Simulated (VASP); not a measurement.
# Ni (Fm-3m) in VASP: further runs, part 2 of 2

VASP 6.6.1. Earlier steps stand in the parts before.

### 5 Single point, PBE, collinear spin, ferromagnetic start (a relaxed cell with its volume scaled by 0.91)

INCAR reads:

```
ALGO = Normal ; EDIFF = 1E-7
ENCUT = 520 ; GGA = PE
ISIF = 2 ; ISMEAR = 0
ISPIN = 2 ; LASPH = True
LCHARG = False ; LMAXMIX = 4
LORBIT = 11 ; LREAL = False
LWAVE = False ; MAGMOM = 0.8
NBANDS = 15 ; NELM = 150
PREC = Accurate ; SIGMA = 0.1
```

KPOINTS reads:

```
k-points
0
Gamma
  8 8 8
```

POSCAR reads:

```
Ni                                      
1.0
    0.0000000000      1.7054543292      1.7054543292
    1.7054543292      0.0000000000      1.7054543292
    1.7054543292      1.7054543292      0.0000000000
  Ni            
     1
Direct
     0.0000000000000000    0.0000000000000000    0.0000000000000000
```

Potentials or basis: VASP PAW PBE potentials, release 64 (Ni).

Run with:

```sh
> cat potpaw_PBE.64/Ni/POTCAR > POTCAR
> mpirun -np 1 vasp_std > vasp.out
```

OUTCAR:

```text
EDIFF = 1E-7
   ENCUT = 520
   GGA = PE
   ISIF = 2
   ISMEAR = 0
   ISPIN = 2
   LASPH = True
   LORBIT = 11
   LREAL = False
   NELM = 150
   PREC = Accurate

 ion  position               nearest neighbor table
   1  0.000  0.000  0.000-

  LATTYP: Found a face centered cubic cell.
 ALAT       =     3.4109086584

  Lattice vectors:

 A1 = (   0.0000000000,   1.7054543292,   1.7054543292)
 A2 = (   1.7054543292,   0.0000000000,   1.7054543292)
 A3 = (   1.7054543292,   1.7054543292,   0.0000000000)

Analysis of symmetry for initial positions (statically):
=====================================================================
 Subroutine PRICEL returns:
 Original cell was already a primitive cell.

 Routine SETGRP: Setting up the symmetry group for a
 face centered cubic supercell.

 Subroutine GETGRP returns: Found 48 space group operations
 (whereof 48 operations were pure point group operations)
 out of a pool of 48 trial point group operations.

The static configuration has the point symmetry O_h .

Analysis of symmetry for dynamics (positions and initial velocities):
=====================================================================
 Subroutine PRICEL returns:
 Original cell was already a primitive cell.

 Routine SETGRP: Setting up the symmetry group for a
 face centered cubic supercell.

 Subroutine GETGRP returns: Found 48 space group operations
 (whereof 48 operations were pure point group operations)
 out of a pool of 48 trial point group operations.

The dynamic configuration has the point symmetry O_h .

Analysis of structural, dynamic, and magnetic symmetry:
=====================================================================
 Subroutine PRICEL returns:
 Original cell was already a primitive cell.

 Routine SETGRP: Setting up the symmetry group for a
 face centered cubic supercell.

 Subroutine GETGRP returns: Found 48 space group operations
 (whereof 48 operations were pure point group operations)
 out of a pool of 48 trial point group operations.

The overall configuration has the point symmetry O_h .

 Subroutine INISYM returns: Found 48 space group operations
 (whereof 48 operations are pure point group operations),
 and found     1 'primitive' translations

----------------------------------------------------------------------------------------

                                     Primitive cell

  volume of cell :       9.9209

  direct lattice vectors                    reciprocal lattice vectors
     0.000000000  1.705454329  1.705454329    -0.293177009  0.293177009  0.293177009
     1.705454329  0.000000000  1.705454329     0.293177009 -0.293177009  0.293177009
     1.705454329  1.705454329  0.000000000     0.293177009  0.293177009 -0.293177009

  length of vectors
     2.411876642  2.411876642  2.411876642     0.507797476  0.507797476  0.507797476

  position of ions in fractional coordinates (direct lattice)
     0.000000000  0.000000000  0.000000000

  ion indices of the primitive-cell ions
   primitive index   ion index
                 1           1

----------------------------------------------------------------------------------------

 KPOINTS: k-points

Automatic generation of k-mesh.
 Grid dimensions read from file:
 generate k-points for:    8    8    8

 Generating k-lattice:

[... 72 lines left out ...]
   NELECT =      10.0000    total number of electrons
   NUPDOWN=      -1.0000    fix difference up-down
   EMIN   =  10.00;   EMAX   =-10.00  energy-range for DOS
   EFERMI =   0.00;   METHOD = LEGACY
   ISMEAR =     0;   SIGMA  =   0.10  broadening in eV -4-tet -1-fermi 0-gaus
   EFERMI_NEDOS =   21; number of points for ismear=-14 and -15
   IALGO  =     38    algorithm
   IMIX   =      4    mixing-type and parameters
     AMIX     =   0.40;   BMIX     =  1.00
     AMIX_MAG =   1.60;   BMIX_MAG =  1.00
  volume/ion in A,a.u.               =       9.92        66.95
  Fermi-wavevector in a.u.,A,eV,Ry     =   1.641439  3.101870 36.658475  2.694322
  Thomas-Fermi vector in A             =   2.731909
   LORBIT       =     11    0 simple, 1 ext, 2 COOP (PROOUT), +10 PAW based schemes
   GGA     = PE    functional components
   LHFCALC =     F    Hartree Fock is set to
   AEXX    =    0.0000 exact exchange contribution
   IVDW    =     0    specifies the selected vdW correction
   LEPSILON=     F    determine dielectric tensor
   LRPA    =     F    only Hartree local field effects (RPA)
 spin polarized calculation
 Gauss-broadening in eV      SIGMA  =   0.10
  energy-cutoff  :      520.00
  volume of cell :        9.92
 maximum number of plane-waves:       283
 NGX is ok and might be reduce to    18
   NGX =  9   NGY =  9   NGZ =  9

 number of electron      10.0000000 magnetization       0.8000000

 number of electron       9.9999993 magnetization       0.6992295

 Free energy of the ion-electron system (eV)
  ---------------------------------------------------
  ext. energy  EPLUGINS =         0.00000000
  ---------------------------------------------------
  free energy    TOTEN  =        -5.40886723 eV

  energy without entropy =       -5.40010666  energy(sigma->0) =       -5.40448695

 E-fermi :  10.7338     XC(G=0): -13.8129

 val. band max:       10.7335530601   @ k =   0.3750   0.3750   0.0000
 cond. band min:      10.7402213485   @ k =  -0.2500   0.3750   0.1250
 fundamental gap:      0.0066682884
 Fermi energy:        10.7337844869

 spin component 1

 k-point     1 :       0.0000    0.0000    0.0000
  band No.  band energies     occupation
      1       1.0642      1.00000
      2       8.0051      1.00000
      3       8.0051      1.00000
      4       8.0051      1.00000
      5       9.3322      1.00000
      6       9.3322      1.00000
      7      35.2431      0.00000
      8      39.8318      0.00000
      9      39.8318      0.00000
     10      39.8318      0.00000
     11      43.1211      0.00000
     12      43.1211      0.00000
     13      43.1211      0.00000
     14      45.8369      0.00000
[... 403 lines left out ...]
      4       8.7202      1.00000
      5       9.9963      1.00000
      6      14.3125      0.00000
      7      17.4493      0.00000
      8      27.6223      0.00000
      9      28.8547      0.00000
     10      37.8625      0.00000
     11      42.3267      0.00000
     12      49.8918      0.00000
     13      52.8379      0.00000
     14      53.3386      0.00000
     15      54.4953      0.00000

 [... further k-points ...]

 spin component 2

 k-point     1 :       0.0000    0.0000    0.0000
  band No.  band energies     occupation
      1       1.0614      1.00000
      2       8.8192      1.00000
      3       8.8192      1.00000
      4       8.8192      1.00000
      5       9.9988      1.00000
      6       9.9988      1.00000
      7      35.1166      0.00000
      8      39.8325      0.00000
      9      39.8325      0.00000
     10      39.8325      0.00000
     11      43.2696      0.00000
     12      43.2696      0.00000
     13      43.2696      0.00000
     14      45.7349      0.00000
[... 403 lines left out ...]
      4       9.4001      1.00000
      5      10.8548      0.04346
      6      14.6342      0.00000
      7      17.8468      0.00000
      8      27.7352      0.00000
      9      28.9994      0.00000
     10      37.8957      0.00000
     11      42.4012      0.00000
     12      49.8916      0.00000
     13      52.9389      0.00000
     14      53.7157      0.00000
     15      54.9915      0.00000

 [... further k-points ...]

------------------------ aborting loop because EDIFF is reached ----------------------------------------

  FORCE on cell =-STRESS in cart. coord.  units (eV):
  Direction    XX          YY          ZZ          XY          YZ          ZX
  --------------------------------------------------------------------------------------
  -------------------------------------------------------------------------------------
  Total        1.4513350      1.4513350      1.4513350      0.0000000      0.0000000     -0.0000000
  in kB      234.3840097    234.3840097    234.3840097      0.0000000      0.0000000     -0.0000000
  external PRESSURE =     234.3840097 kB  Pullay stress =       0.0000000 kB

 VOLUME and BASIS-vectors are now :
 -----------------------------------------------------------------------------
  energy-cutoff  :      520.00
  volume of cell :        9.92
      direct lattice vectors                 reciprocal lattice vectors
     0.000000000  1.705454329  1.705454329    -0.293177009  0.293177009  0.293177009
     1.705454329  0.000000000  1.705454329     0.293177009 -0.293177009  0.293177009
     1.705454329  1.705454329  0.000000000     0.293177009  0.293177009 -0.293177009

 POSITION                                       TOTAL-FORCE (eV/Angst)
 -----------------------------------------------------------------------------------
      0.00000      0.00000      0.00000         0.000000      0.000000      0.000000
 -----------------------------------------------------------------------------------
    total drift:                                0.000000     -0.000000     -0.000000

  FREE ENERGIE OF THE ION-ELECTRON SYSTEM (eV)
  ---------------------------------------------------
  free  energy   TOTEN  =        -5.4088672335 eV

  energy  without entropy=       -5.4001066601  energy(sigma->0) =       -5.40448695

 total charge

# of ion       s       p       d       tot
------------------------------------------
    1        0.542   0.593   8.354   9.489

 magnetization (x)

# of ion       s       p       d       tot
------------------------------------------
    1       -0.003  -0.022   0.725   0.700
```

OSZICAR:

```text
N       E                     dE             d eps       ncg     rms          rms(c)
DAV:   1     0.327492877795E+02    0.32749E+02   -0.41235E+03  1851   0.882E+02
DAV:   2    -0.509762602921E+01   -0.37847E+02   -0.35328E+02  1992   0.163E+02
DAV:   3    -0.642266288760E+01   -0.13250E+01   -0.13173E+01  2041   0.303E+01
DAV:   4    -0.642889443375E+01   -0.62315E-02   -0.62305E-02  2216   0.198E+00
DAV:   5    -0.642894519009E+01   -0.50756E-04   -0.50756E-04  2092   0.167E-01    0.109E+01
DAV:   6    -0.564862035602E+01    0.78032E+00   -0.11266E+01  2470   0.378E+01    0.522E+00
DAV:   7    -0.543284287878E+01    0.21578E+00   -0.15637E+00  2111   0.130E+01    0.237E+00
DAV:   8    -0.541131214031E+01    0.21531E-01   -0.36691E-02  2410   0.154E+00    0.105E+00
DAV:   9    -0.540925751189E+01    0.20546E-02   -0.14148E-03  2800   0.231E-01    0.248E-01
DAV:  10    -0.540885770947E+01    0.39980E-03   -0.40285E-04  2601   0.120E-01    0.590E-02
DAV:  11    -0.540886613284E+01   -0.84234E-05   -0.37098E-06  2034   0.206E-02    0.299E-02
DAV:  12    -0.540886663773E+01   -0.50489E-06   -0.18285E-06  2529   0.830E-03    0.789E-03
DAV:  13    -0.540886720331E+01   -0.56558E-06   -0.64426E-07  2117   0.431E-03    0.110E-03
DAV:  14    -0.540886723346E+01   -0.30151E-07   -0.16435E-08  1269   0.124E-03
   1 F= -.54088672E+01 E0= -.54044869E+01  d E =-.876057E-02  mag=     0.6992
```

stdout:

```text
POSCAR found type information on POSCAR Ni
 POSCAR found :  1 types and       1 ions
 scaLAPACK will be used
 LDA part: xc-table for (Slater+PW92), standard interpolation
 POSCAR, INCAR and KPOINTS ok, starting setup
 FFT: planning ... GRIDC
 FFT: planning ... GRID_SOFT
 FFT: planning ... GRID
 WAVECAR not read
 entering main loop
```

Run time: 11 s. Hardware: 1 thread of Intel Xeon Platinum 8259CL at 2.50GHz (Skylake/Cascade Lake), shared host; peak memory 0.13 GiB.

What came out:

- Free energy: -5.4089 eV
- Pressure: 23.4 GPa
- Band gap on the k mesh: none (metal or under the smearing width)
- Net moment: 0.70 μB per cell
- Site moments: Ni +0.70 μB
- Valence electrons inside the program's atomic spheres: Ni 9.49

Levels at points of the mesh, in eV from the Fermi level:
Spin up:
```csv
k point,band 2,band 3,band 4,band 5,band 6,band 7,band 8,band 9
"(0.00, 0.00, 0.00)",-2.73,-2.73,-2.73,-1.40,-1.40,24.51,29.10,29.10
"(0.50, 0.00, 0.00)",-2.72,-2.72,-0.64,-0.64,-0.46,6.33,22.96,26.32
"(0.50, 0.50, 0.00)",-4.75,-0.59,-0.48,-0.48,2.51,10.05,15.71,15.71
```
Spin down:
| k point | band 1 | band 2 | band 3 | band 4 | band 5 | band 6 | band 7 | band 8 | band 9 | band 10 |
| --- | --- | --- | --- | --- | --- | --- | --- | --- | --- | --- |
| (0.00, 0.00, 0.00) | -9.67 | -1.91 | -1.91 | -1.91 | -0.73 | -0.73 | 24.38 | 29.10 | 29.10 | 29.10 |
| (0.50, 0.00, 0.00) | -4.92 | -2.04 | -2.04 | -0.49 | 0.20 | 0.20 | 6.81 | 22.84 | 26.45 | 26.45 |
| (0.50, 0.50, 0.00) | -4.88 | -4.09 | 0.11 | 0.46 | 0.46 | 2.51 | 10.35 | 15.75 | 15.75 | 21.14 |

Caveat: the k mesh is coarse (spacing up to 0.40 Å⁻¹), so the values aren't converged; so large a pressure means that the cell lies far from this level's equilibrium, or that cutoff or potentials fall short.

### 6 Single point, PBE, collinear spin, ferromagnetic start (a relaxed cell with its volume scaled by 1.09)

INCAR is that of step 5.

KPOINTS is that of step 5.

POSCAR reads:

```
Ni                                      
1.0
    0.0000000000      1.8112085613      1.8112085613
    1.8112085613      0.0000000000      1.8112085613
    1.8112085613      1.8112085613      0.0000000000
  Ni            
     1
Direct
     0.0000000000000000    0.0000000000000000    0.0000000000000000
```

Potentials or basis: VASP PAW PBE potentials, release 64 (Ni).

Run with:

```sh
> cat potpaw_PBE.64/Ni/POTCAR > POTCAR
> mpirun -np 1 vasp_std > vasp.out
```

OUTCAR:

```text
EDIFF = 1E-7
   ENCUT = 520
   GGA = PE
   ISIF = 2
   ISMEAR = 0
   ISPIN = 2
   LASPH = True
   LORBIT = 11
   LREAL = False
   NELM = 150
   PREC = Accurate

 ion  position               nearest neighbor table
   1  0.000  0.000  0.000-

  LATTYP: Found a face centered cubic cell.
 ALAT       =     3.6224171226

  Lattice vectors:

 A1 = (   0.0000000000,   1.8112085613,   1.8112085613)
 A2 = (   1.8112085613,   0.0000000000,   1.8112085613)
 A3 = (   1.8112085613,   1.8112085613,   0.0000000000)

Analysis of symmetry for initial positions (statically):
=====================================================================
 Subroutine PRICEL returns:
 Original cell was already a primitive cell.

 Routine SETGRP: Setting up the symmetry group for a
 face centered cubic supercell.

 Subroutine GETGRP returns: Found 48 space group operations
 (whereof 48 operations were pure point group operations)
 out of a pool of 48 trial point group operations.

The static configuration has the point symmetry O_h .
[... 631 lines left out ...]
      9      34.3281      0.00000
     10      34.3281      0.00000
     11      37.1310      0.00000
     12      37.1310      0.00000
     13      37.1310      0.00000
     14      40.0392      0.00000
[... 403 lines left out ...]
      4       7.1583      1.00000
      5       8.2801      0.09551
      6      11.5759      0.00000
      7      14.0309      0.00000
      8      23.4067      0.00000
      9      24.0443      0.00000
     10      32.6013      0.00000
     11      36.5121      0.00000
     12      43.6146      0.00000
     13      45.6804      0.00000
     14      46.3290      0.00000
     15      48.0332      0.00000

 [... further k-points ...]

------------------------ aborting loop because EDIFF is reached ----------------------------------------

  FORCE on cell =-STRESS in cart. coord.  units (eV):
  Direction    XX          YY          ZZ          XY          YZ          ZX
  --------------------------------------------------------------------------------------
  -------------------------------------------------------------------------------------
  Total       -1.0157579     -1.0157579     -1.0157579     -0.0000000     -0.0000000     -0.0000000
  in kB     -136.9510581   -136.9510581   -136.9510581     -0.0000000     -0.0000000     -0.0000000
  external PRESSURE =    -136.9510581 kB  Pullay stress =       0.0000000 kB

 VOLUME and BASIS-vectors are now :
 -----------------------------------------------------------------------------
  energy-cutoff  :      520.00
  volume of cell :       11.88
      direct lattice vectors                 reciprocal lattice vectors
     0.000000000  1.811208561  1.811208561    -0.276058766  0.276058766  0.276058766
     1.811208561  0.000000000  1.811208561     0.276058766 -0.276058766  0.276058766
     1.811208561  1.811208561  0.000000000     0.276058766  0.276058766 -0.276058766

 POSITION                                       TOTAL-FORCE (eV/Angst)
 -----------------------------------------------------------------------------------
      0.00000      0.00000      0.00000         0.000000     -0.000000      0.000000
 -----------------------------------------------------------------------------------
    total drift:                                0.000000      0.000000      0.000000

  FREE ENERGIE OF THE ION-ELECTRON SYSTEM (eV)
  ---------------------------------------------------
  free  energy   TOTEN  =        -5.4285948947 eV

  energy  without entropy=       -5.4176518113  energy(sigma->0) =       -5.42312335

 total charge

# of ion       s       p       d       tot
------------------------------------------
    1        0.463   0.429   8.273   9.165

 magnetization (x)

# of ion       s       p       d       tot
------------------------------------------
    1       -0.005  -0.022   0.744   0.717
```

stdout:

```text
POSCAR found type information on POSCAR Ni
 POSCAR found :  1 types and       1 ions
 scaLAPACK will be used
 LDA part: xc-table for (Slater+PW92), standard interpolation
 POSCAR, INCAR and KPOINTS ok, starting setup
 FFT: planning ... GRIDC
 FFT: planning ... GRID_SOFT
 FFT: planning ... GRID
 WAVECAR not read
 entering main loop
```

Wall time 14 s (1 thread of Intel Xeon Platinum 8259CL at 2.50GHz (Skylake/Cascade Lake), shared host); peak memory 0.13 GiB.

Results:

```yaml
Free_energy: -5.4286 eV
Pressure: -13.7 GPa
Band_gap_on_the_k_mesh: none (metal or under the smearing width)
Net_moment: 0.70 μB per cell
Site_moments: Ni +0.72 μB
Valence_electrons_inside_the_program's_atomic_spheres: Ni 9.16
```

Caveat: the k mesh is coarse (spacing up to 0.38 Å⁻¹), so the values aren't converged.

### 7 Summary

| cell | gap on the mesh (eV) | pressure (GPa) | moment (μB) |
| --- | --- | --- | --- |
| a relaxed cell with its volume scaled by 1.03 | none | -5.4 | 0.70 |
| a relaxed cell with its volume scaled by 0.94 | none | 14.2 | 0.70 |
| a relaxed cell with its volume scaled by 1.06 | none | -9.9 | 0.70 |
| a relaxed cell with its volume scaled by 0.91 | none | 23.4 | 0.70 |
| a relaxed cell with its volume scaled by 1.09 | none | -13.7 | 0.70 |

Alike in all rows: task single point; level PBE; potentials or basis VASP PAW PBE potentials, release 64 (Ni); spin collinear, ferromagnetic start; k mesh 8 × 8 × 8; cutoff (eV) 520; smearing gaussian 0.1 eV; the mesh is coarse, so values aren't converged.

Caveats: all runs use coarse meshes; so large a pressure means that the cell lies far from this level's equilibrium, or that cutoff or potentials fall short (some runs).

Total energies depend on the potentials used, so only differences within one code and one set of settings carry meaning.
